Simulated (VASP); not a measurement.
# Co (P6_3/mmc) in VASP: notebook

The runs below take Co through elastic constants, with LDA, PBE, PBEsol.

All numbers are computed with VASP 6.6.1; they aren't measurements. Logs are shortened: lines on timing, memory, paths and dates and some standing lists are left out, and cuts for length are marked.

**1. The crystal as given**

It takes space group P6_3/mmc (No. 194, hexagonal). The conventional cell has a = 2.500 Å, b = 2.500 Å, c = 4.060 Å, α = 90.00°, β = 90.00°, γ = 120.00°. Co (site symmetry -6m2) has 12 Co at 2.49 to 2.50 Å as nearest neighbours.

The cell was built by a generator and needn't be a form met in nature.

**2. Elastic constants, LDA, collinear spin, ferromagnetic start**

Input file POSCAR:

```
Co
1.0
    2.5000000000      0.0000000000      0.0000000000
   -1.2500000000      2.1650635100      0.0000000000
    0.0000000000      0.0000000000      4.0600000000
Co
2
Direct
    0.3333333333      0.6666666667      0.2500000000
    0.6666666667      0.3333333333      0.7500000000
```

Input file INCAR.step1:

```
PREC = Accurate ; ENCUT = 600
EDIFF = 1E-8 ; ISMEAR = 1
SIGMA = 0.15 ; LREAL = False
LASPH = True ; NELM = 100
ALGO = Fast ; ISIF = 3
LWAVE = False ; LCHARG = False
ISPIN = 2 ; MAGMOM = 1.8 1.8
LORBIT = 11 ; LMAXMIX = 4
IBRION = 2 ; NSW = 40
EDIFFG = -0.002 ; KPAR = 4
```

Input file INCAR.step2:

```
PREC = Accurate ; ENCUT = 600
EDIFF = 1E-8 ; ISMEAR = 1
SIGMA = 0.15 ; LREAL = False
LASPH = True ; NELM = 100
ALGO = Fast ; ISIF = 3
LWAVE = False ; LCHARG = False
ISPIN = 2 ; MAGMOM = 1.8 1.8
LORBIT = 11 ; LMAXMIX = 4
IBRION = 6 ; NFREE = 2
POTIM = 0.015 ; NSW = 1
KPAR = 4
```

Input file KPOINTS:

```
Automatic mesh
0
Gamma
  18 18 10
```

Potentials or basis: VASP PAW LDA potentials, release 64 (Co).

Run with:

```
> cat potpaw_LDA.64/Co/POTCAR > POTCAR
> cp INCAR.step1 INCAR
> mpirun -np 4 vasp_std > vasp.out
> cp CONTCAR POSCAR
> cp INCAR.step2 INCAR
> mpirun -np 4 vasp_std > vasp.out
```

OUTCAR:

```text
PREC = Accurate
   ENCUT = 600
   EDIFF = 1E-8
   ISMEAR = 1
   LREAL = False
   LASPH = True
   NELM = 100
   ISIF = 3
   ISPIN = 2
   LORBIT = 11
   IBRION = 6
   NFREE = 2
   POTIM = 0.015
   NSW = 1

 ion  position               nearest neighbor table
   1  0.333  0.667  0.250-   2 2.41   2 2.41   2 2.41   2 2.41   2 2.41   2 2.41
   2  0.667  0.333  0.750-   1 2.41   1 2.41   1 2.41   1 2.41   1 2.41   1 2.41

  LATTYP: Found a hexagonal cell.
 ALAT       =     2.4271267187
 C/A-ratio  =     1.6115356634

  Lattice vectors:

 A1 = (   2.4271267187,   0.0000000000,   0.0000000000)
 A2 = (  -1.2135633593,   2.1019533971,   0.0000000000)
 A3 = (   0.0000000000,   0.0000000000,   3.9114012668)

Analysis of symmetry for initial positions (statically):
=====================================================================
 Subroutine PRICEL returns:
 Original cell was already a primitive cell.

 Routine SETGRP: Setting up the symmetry group for a
 hexagonal supercell.

 Subroutine GETGRP returns: Found 24 space group operations
 (whereof 12 operations were pure point group operations)
 out of a pool of 24 trial point group operations.

The static configuration has the point symmetry D_3d.
 The point group associated with its full space group is D_6h.

Analysis of symmetry for dynamics (positions and initial velocities):
=====================================================================
 Subroutine PRICEL returns:
 Original cell was already a primitive cell.

 Routine SETGRP: Setting up the symmetry group for a
 hexagonal supercell.

 Subroutine GETGRP returns: Found 24 space group operations
 (whereof 12 operations were pure point group operations)
 out of a pool of 24 trial point group operations.

The dynamic configuration has the point symmetry D_3d.
 The point group associated with its full space group is D_6h.

Analysis of structural, dynamic, and magnetic symmetry:
=====================================================================
 Subroutine PRICEL returns:
 Original cell was already a primitive cell.

 Routine SETGRP: Setting up the symmetry group for a
 hexagonal supercell.

 Subroutine GETGRP returns: Found 24 space group operations
 (whereof 12 operations were pure point group operations)
 out of a pool of 24 trial point group operations.

The overall configuration has the point symmetry D_3d.
 The point group associated with its full space group is D_6h.

 Subroutine INISYM returns: Found 24 space group operations
 (whereof 12 operations are pure point group operations),
 and found     1 'primitive' translations

----------------------------------------------------------------------------------------

                                     Primitive cell

  volume of cell :      19.9548

  direct lattice vectors                    reciprocal lattice vectors
     2.427126719  0.000000000  0.000000000     0.412009803  0.237873970  0.000000000
    -1.213563359  2.101953397  0.000000000     0.000000000  0.475747941  0.000000000
     0.000000000  0.000000000  3.911401267     0.000000000  0.000000000  0.255662851

  length of vectors
     2.427126719  2.427126719  3.911401267     0.475747941  0.475747941  0.255662851

  position of ions in fractional coordinates (direct lattice)
     0.333333333  0.666666667  0.250000000
     0.666666667  0.333333333  0.750000000

  ion indices of the primitive-cell ions
   primitive index   ion index
                 1           1
                 2           2

[... 228 lines left out ...]

[... ionic steps 4 to 14 ...]

--------------------------------------- Ionic step       15  -------------------------------------------

 number of electron      18.0000004 magnetization       3.0169639

------------------------ aborting loop because EDIFF is reached ----------------------------------------
[... 67 lines left out ...]
--------------------------------------- Ionic step       17  -------------------------------------------

 number of electron      18.0000004 magnetization       3.0170510

 Free energy of the ion-electron system (eV)
  ---------------------------------------------------
  ext. energy  EPLUGINS =         0.00000000
  ---------------------------------------------------
  free energy    TOTEN  =       -16.24845537 eV

  energy without entropy =      -16.24952685  energy(sigma->0) =      -16.24881253

 E-fermi :  11.1221     XC(G=0): -14.2358

 val. band max:       11.1183559169   @ k =  -0.1667   0.4444   0.4000
 cond. band min:      11.1223382638   @ k =   0.0000   0.1667   0.2000
 fundamental gap:      0.0039823469
 Fermi energy:        11.1220624846

 spin component 1

 k-point     1 :       0.0000    0.0000    0.0000
  band No.  band energies     occupation
      1       1.7520      1.00000
      2       5.6850      1.00000
      3       8.5765      1.00000
      4       8.5830      1.00000
      5       8.5830      1.00000
      6       8.9523      1.00000
      7       8.9523      1.00000
      8       9.3519      1.00000
      9       9.3519      1.00000
     10      10.6408      1.00003
     11      10.6408      1.00003
     12      11.0880      0.68683
     13      18.4275      0.00000
     14      33.7917      0.00000
[... 403 lines left out ...]
      4       8.1219      1.00000
      5       8.3288      1.00000
      6       8.6702      1.00000
      7       9.0464      1.00000
      8      10.6038      1.00001
      9      10.7916      1.00393
     10      10.8397      1.01147
     11      12.6113     -0.00000
     12      16.2884      0.00000
     13      21.2795      0.00000
     14      22.1667      0.00000
     15      24.3617      0.00000

 [... further k-points ...]

 spin component 2

 k-point     1 :       0.0000    0.0000    0.0000
  band No.  band energies     occupation
      1       1.9422      1.00000
      2       6.5632      1.00000
      3       9.9666      1.00000
      4       9.9666      1.00000
      5       9.9701      1.00000
      6      10.3814      1.00000
      7      10.3814      1.00000
      8      10.8327      1.00999
      9      10.8327      1.00999
     10      11.2669     -0.02118
     11      12.2204     -0.00000
     12      12.2204     -0.00000
     13      19.3788      0.00000
     14      33.8454      0.00000
[... 444 lines left out ...]
  FREE ENERGIE OF THE ION-ELECTRON SYSTEM (eV)
  ---------------------------------------------------
  free  energy   TOTEN  =       -16.2484553671 eV

  energy  without entropy=      -16.2495268538  energy(sigma->0) =      -16.24881253

 INTERNAL STRAIN TENSORS FROM STRAINED CELLS
 ============================================

 INTERNAL STRAIN TENSOR FOR ION    1 for displacements in x,y,z  (eV/Angst):
          X           Y           Z          XY          YZ          ZX
  --------------------------------------------------------------------------------
  x     0.00000     0.00000     0.00000    -2.98496     0.00000    -0.00000
  y    -3.00146     3.00557    -0.00000     0.00002     0.00004    -0.00006
  z    -0.00000     0.00000     0.00000     0.00000     0.01191     0.00000

 INTERNAL STRAIN TENSORS FROM DISPLACED ATOMS
 ============================================

 INTERNAL STRAIN TENSOR FOR ION    1 for displacements in x,y,z  (eV/Angst):
          X           Y           Z          XY          YZ          ZX
  --------------------------------------------------------------------------------
  x     0.00000     0.00000     0.00000    -3.02370     0.00000     0.00000
  y    -3.02370     3.02370    -0.00000     0.00000     0.00000     0.00000
  z     0.00000     0.00000     0.00000     0.00000    -0.00000     0.00000

 INTERNAL STRAIN TENSOR FOR ION    2 for displacements in x,y,z  (eV/Angst):
          X           Y           Z          XY          YZ          ZX
  --------------------------------------------------------------------------------
  x     0.00000     0.00000     0.00000     3.02370     0.00000     0.00000
  y     3.02370    -3.02370     0.00000     0.00000     0.00000     0.00000
  z     0.00000    -0.00000     0.00000     0.00000     0.00000     0.00000

 Eigenvectors and eigenvalues of the dynamical matrix
 ----------------------------------------------------

   1 f  =    8.810900 THz    55.360518 2PiTHz  293.899992 cm-1    36.438938 meV
             X         Y         Z           dx          dy          dz
     -0.000000  1.401302  0.977850    -0.000000    0.000000   -0.707107
      1.213563  0.700651  2.933551     0.000000    0.000000    0.707107
[... 16 lines left out ...]
   5 f  =    0.000000 THz     0.000000 2PiTHz    0.000000 cm-1     0.000000 meV
             X         Y         Z           dx          dy          dz
     -0.000000  1.401302  0.977850     0.000000    0.000000    0.707107
      1.213563  0.700651  2.933551    -0.000000    0.000000    0.707107

   6 f/i=    0.000000 THz     0.000000 2PiTHz    0.000002 cm-1     0.000000 meV
             X         Y         Z           dx          dy          dz
     -0.000000  1.401302  0.977850     0.683141    0.182535    0.000000
      1.213563  0.700651  2.933551     0.683141    0.182535    0.000000

--------------------------------------------------------------------------------------------------------

 ELASTIC MODULI CONTR FROM IONIC RELAXATION (kBar)
 Direction    XX          YY          ZZ          XY          YZ          ZX
 --------------------------------------------------------------------------------
 XX        -237.5949    237.5949     -0.0000      0.0000      0.0000      0.0000
 YY         237.5949   -237.5949      0.0000     -0.0000      0.0000      0.0000
 ZZ          -0.0000      0.0000     -0.0000      0.0000      0.0000      0.0000
 XY           0.0000     -0.0000      0.0000   -237.5949      0.0000      0.0000
 YZ           0.0000      0.0000      0.0000      0.0000     -0.0000      0.0000
 ZX           0.0000      0.0000      0.0000      0.0000      0.0000      0.0000
 --------------------------------------------------------------------------------

 TOTAL ELASTIC MODULI (kBar)
 Direction    XX          YY          ZZ          XY          YZ          ZX
 --------------------------------------------------------------------------------
 XX        4452.2078   2150.5274   1510.4923      0.0000     -0.0000      0.0000
 YY        2150.5274   4452.2078   1510.4923     -0.0000      0.0000      0.0000
 ZZ        1510.4923   1510.4923   5089.4225     -0.0000      0.0000      0.0000
 XY           0.0000     -0.0000     -0.0000   1150.8402     -0.0000      0.0000
 YZ           0.0000     -0.0000      0.0000     -0.0000   1176.1832      0.0000
 ZX           0.0000      0.0000      0.0000     -0.0000      0.0000   1176.1832
 --------------------------------------------------------------------------------

 total charge

# of ion       s       p       d       tot
------------------------------------------
    1        0.525   0.593   7.341   8.458
    2        0.525   0.593   7.341   8.458
--------------------------------------------------
tot          1.049   1.185  14.683  16.917

 magnetization (x)

# of ion       s       p       d       tot
------------------------------------------
    1       -0.013  -0.039   1.554   1.501
    2       -0.013  -0.039   1.554   1.501
--------------------------------------------------
tot         -0.027  -0.079   3.107   3.002
```

Wall time 15 min (4 MPI ranks of AMD EPYC 9R45 (Zen 5), shared host); peak memory 0.95 GiB.

What came out:

```yaml
Relaxed_volume: 9.98 Å³/atom
Relaxed_cell: a = 2.427 Å, b = 2.427 Å, c = 3.911 Å, α = 90.00°, β = 90.00°, γ = 120.00°
Space_group_after_relaxing_to_0.05_Å: P6_3/mmc (No. 194)
Net_moment: 3.02 μB per cell
Site_moments: Co +1.50 μB
Valence_electrons_inside_the_program's_atomic_spheres: Co 8.46
Voigt_bulk_modulus: 270 GPa
Highest_phonon_frequency_at_Γ: 294 cm⁻¹
```

Step by step:
```csv
step,energy change (eV),largest force (eV/Å),pressure (GPa),volume (Å³)
1,0.0000,0.0000,-21.03,21.98
2,0.1087,0.0000,38.33,17.70
3,-0.1454,0.0000,-1.03,20.03
4,-0.1457,0.0000,-0.02,19.96
5,-0.1457,0.0000,0.50,19.92
6,-0.1460,0.0000,-0.57,20.00
7,-0.1460,0.0000,-0.32,19.98
8,-0.1460,0.0000,0.14,19.94
9,-0.1460,0.0000,0.00,19.95
```

Final structure:
```
CELL_PARAMETERS angstrom
2.42713 0.00000 0.00000
-1.21356 2.10195 0.00000
0.00000 0.00000 3.91140
ATOMIC_POSITIONS crystal
Co 0.33333 0.66667 0.25000
Co 0.66667 0.33333 0.75000
```

Phonon frequencies in cm⁻¹ (negative: imaginary):
```csv
q point,frequencies
"(0.000, 0.000, 0.000)",0 0 0 169 169 294
```

Elastic tensor in Voigt notation (GPa, in the Cartesian axes of the cell as first typed):
```
445 215 151   0   0   0
215 445 151   0   0   0
151 151 509   0   0   0
  0   0   0 118   0   0
  0   0   0   0 118   0
  0   0   0   0   0 115
```

Clamped-ion elastic tensor (GPa):
```
469 191 151   0   0   0
191 469 151   0   0   0
151 151 509   0   0   0
  0   0   0 118   0   0
  0   0   0   0 118   0
  0   0   0   0   0 139
```

**3. Elastic constants, PBE, collinear spin, ferromagnetic start**

POSCAR is that of step 2.

Input file INCAR.step1:

```
PREC = Accurate ; ENCUT = 600
EDIFF = 1E-8 ; ISMEAR = 1
SIGMA = 0.15 ; LREAL = F
LASPH = T ; NELM = 150
ALGO = Fast ; ISIF = 3
LWAVE = F ; LCHARG = F
ISPIN = 2 ; MAGMOM = 1.8 1.8
LORBIT = 11 ; LMAXMIX = 4
GGA = PE ; IBRION = 2
NSW = 40 ; EDIFFG = -0.002
KPAR = 4
```

Input file INCAR.step2:

```
PREC = Accurate ; ENCUT = 600
EDIFF = 1E-8 ; ISMEAR = 1
SIGMA = 0.15 ; LREAL = F
LASPH = T ; NELM = 150
ALGO = Fast ; ISIF = 3
LWAVE = F ; LCHARG = F
ISPIN = 2 ; MAGMOM = 1.8 1.8
LORBIT = 11 ; LMAXMIX = 4
GGA = PE ; IBRION = 6
NFREE = 2 ; POTIM = 0.015
NSW = 1 ; KPAR = 4
```

Input file KPOINTS:

```
regular mesh
0
Gamma
  18 18 10
```

Potentials or basis: VASP PAW PBE potentials, release 64 (Co).

Run with:

```
> cat potpaw_PBE.64/Co/POTCAR > POTCAR
> cp INCAR.step1 INCAR
> mpirun -np 4 vasp_std > vasp.out
> cp CONTCAR POSCAR
> cp INCAR.step2 INCAR
> mpirun -np 4 vasp_std > vasp.out
```

Wall time 19 min (4 MPI ranks of Intel Xeon Platinum 8488C (Sapphire Rapids), shared host); peak memory 1.1 GiB.

It converged, with:

- Relaxed volume: 10.81 Å³/atom
- Relaxed cell: a = 2.490 Å, b = 2.490 Å, c = 4.026 Å, α = 90.00°, β = 90.00°, γ = 120.00°
- Space group after relaxing (to 0.05 Å): P6_3/mmc (No. 194)
- Net moment: 3.18 μB per cell
- Site moments: Co +1.61 μB
- Valence electrons inside the program's atomic spheres: Co 8.28
- Voigt bulk modulus: 218 GPa
- Highest phonon frequency at Γ: 234 cm⁻¹

Step by step:
```csv
step,energy change (eV),largest force (eV/Å),pressure (GPa),volume (Å³)
1,0.0000,0.0000,-3.46,21.98
2,0.0006,0.0000,4.08,21.23
3,-0.0041,0.0000,0.06,21.61
4,-0.0041,0.0000,-0.02,21.62
5,-0.0042,0.0000,-0.05,21.62
6,-0.0042,0.0000,-0.05,21.62
7,-0.0042,0.0000,-0.06,21.62
8,-0.0042,0.0000,0.05,21.61
9,-0.0042,0.0000,0.02,21.61
```

Final structure:
```
Co
1.0
     2.48957    0.00000    0.00000
    -1.24478    2.15603    0.00000
     0.00000    0.00000    4.02632
Co
2
Direct
  0.33333 0.66667 0.25000
  0.66667 0.33333 0.75000
```

Phonon frequencies in cm⁻¹ (negative: imaginary):
```
              q point        frequencies
(0.000, 0.000, 0.000)  0 0 0 150 150 234
```

Elastic tensor in Voigt notation (GPa, in the Cartesian axes of the cell as first typed):
```
372 171 117   0   0   0
171 372 117   0   0   0
117 117 405   0   0   0
  0   0   0  97   0   0
  0   0   0   0  97   0
  0   0   0   0   0 100
```

Clamped-ion elastic tensor (GPa):
```
390 153 117   0   0   0
153 390 117   0   0   0
117 117 405   0   0   0
  0   0   0  97   0   0
  0   0   0   0  97   0
  0   0   0   0   0 119
```

(Part 1 of 2 ends here.)
